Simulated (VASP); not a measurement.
Input of a VASP 6.6.1 run:

The input INCAR:

```
PREC = Accurate
ENCUT = 600
EDIFF = 1E-6
ISMEAR = 0
SIGMA = 0.02
LREAL = F
LASPH = T
NELM = 120
ALGO = Normal
ISIF = 3
LWAVE = F
LCHARG = F
GGA = PE
IBRION = 2
NSW = 80
EDIFFG = -0.005
KPAR = 2
```

KPOINTS

```
regular mesh
0
Gamma
  10 10 10
```

POSCAR

```
AlP                                     
1.0
   -0.0000000000      2.7528708547      2.7528708547
    2.7528708547      0.0000000000      2.7528708547
    2.7528708547      2.7528708547      0.0000000000
  Al              P             
     1     1
Direct
     0.0000000000000000    0.0000000000000000    0.0000000000000000
     0.2500000000000000    0.2500000000000000    0.2500000000000000
```

Potentials or basis: VASP PAW PBE potentials, release 64 (Al, P).

Launch:

```console
$ cat potpaw_PBE.64/Al/POTCAR potpaw_PBE.64/P/POTCAR > POTCAR
$ mpirun -np 2 vasp_std > vasp.out
```

**Question.** Estimate the band gap on the k mesh.

**Answer.** 1.63 eV, indirect (least direct gap 3.09 eV).

Final structure:
```
Al P
1.0
     0.00000    2.75287    2.75287
     2.75287    0.00000    2.75287
     2.75287    2.75287    0.00000
Al P
1 1
Direct
  0.00000 0.00000 0.00000
  0.25000 0.25000 0.25000
```

Caveat: the relaxation stopped at its first step, so nothing moved. A k mesh can miss the band edges.
